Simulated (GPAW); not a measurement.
**BaTiO3 in GPAW: the effect of functional**

BaTiO3:

```
Ba Ti O
1.0
     2.82737    1.63238    2.31839
    -2.82737    1.63238    2.31839
     0.00000   -3.26476    2.31839
Ba Ti O
1 1 3
Direct
  0.00000 0.00000 0.00000
  0.48450 0.48450 0.48450
  0.50860 0.01750 0.50860
  0.01750 0.50860 0.50860
  0.50860 0.50860 0.01750
```

Alike in all runs:

```yaml
Program: GPAW 26.7.0
Task: dielectric tensor
Cutoff: 600 eV
Basis: pw
k_mesh: 6 × 6 × 6
Occupations: fermi-dirac, width 0.001 eV
Spin: no spin polarisation
```

```csv
functional,potentials or basis,gap on the mesh (eV),dielectric constant (mean)
LDA,the program's PAW data sets (release 1.2.1) made for this functional,2.33,5.45
AM05,PAW data sets generated in the run's folder for this functional,2.37,5.37
PBEsol,PAW data sets generated in the run's folder for this functional,2.37,5.40
PBE,GPAW PAW data sets (gpaw-data 1.2.1),?,?
```

**Question.** What does the run with functional PBE give?

**Answer.** gap on the mesh 2.42 eV; dielectric constant 5.30 mean.

Caveats: the long-wavelength limit can be off by several per cent where d states take part; spin-orbit coupling is left out, which moves the levels of the heavy elements.

A k mesh can miss the band edges.
